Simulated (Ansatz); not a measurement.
# HfS2: the cost of one run

Method: DFT LDA, scalar-relativistic, plane waves, PAW, in Ansatz 0.2.0.

3 further runs of the same task are left out: 3 set aside as unsound or not needed.

## Step 1: The structure to begin with

Symmetry: P-3m1, No. 164, trigonal system. The conventional cell has a = 3.556 Å, b = 3.556 Å, c = 5.681 Å, α = 90.00°, β = 90.00°, γ = 120.00°. Hf (site symmetry -3m) is surrounded by 6 S at 2.51 Å. S (site symmetry 3m) has 3 Hf at 2.51 Å as nearest neighbours.

Coordinates:

```cif
data_structure
_symmetry_space_group_name_H-M 'P 1'
_symmetry_Int_Tables_number 1
_cell_length_a 3.5559
_cell_length_b 3.5559
_cell_length_c 5.6805
_cell_angle_alpha 90.000
_cell_angle_beta 90.000
_cell_angle_gamma 120.000
_cell_volume 62.21
loop_
_atom_site_label
_atom_site_type_symbol
_atom_site_fract_x
_atom_site_fract_y
_atom_site_fract_z
_atom_site_occupancy
Hf1 Hf 0.00000 0.00000 0.00000 1
S1 S 0.66667 0.33333 0.74543 1
S2 S 0.33333 0.66667 0.25457 1
```

It goes back to an entry of the Materials Project.

It is the result of an earlier relaxation at this level (volume 20.74 Å³/atom; gap on the mesh: 0.58 eV).

## Step 2: Relaxing at 3 GPa

What is minimised here is the enthalpy; the energy can go up as the cell is squeezed.

input.yaml

```yaml
crystal:
  lattice:
    - [3.5559471961, 0.0, 0.0]
    - [-1.7779735981, 3.0795406064, 0.0]
    - [0.0, 0.0, 5.6805292223]
  atoms:
    - { symbol: Hf, position: [0.0, 0.0, 0.0] }
    - { symbol: S, position: [0.6666666667, 0.3333333333, 0.7454257774] }
    - { symbol: S, position: [0.3333333333, 0.6666666667, 0.2545742226] }
basis:
  ecutwfc: 420
kpoints:
  mp_grid: { grid: [12, 12, 6] }
hamiltonian:
  xc: lda
scf:
  occupations: { method: fixed }
output:
  forces: true
  stress: true
  eigenvalues: true
  write_density: true
  write_potential: true
  elf: true
  volumetric_format: npy
relax:
  adjacent_minimum: "off"
  f_tol: 0.001
  max_steps: 60
  cell: { stress_tol: 0.02, p_target: 3.0 }
```

Command:

```
ansatz run input.yaml --threads 1 --pin off --max-ram 3072MiB --backend cpu --events-out ev --progress --plain --runs-dir out
```

Q: Estimate wall time and peak memory on 1 thread of Intel Xeon Platinum 8259CL at 2.50GHz (Skylake/Cascade Lake), shared host.

About 61 s, with a peak of 0.48 GiB.
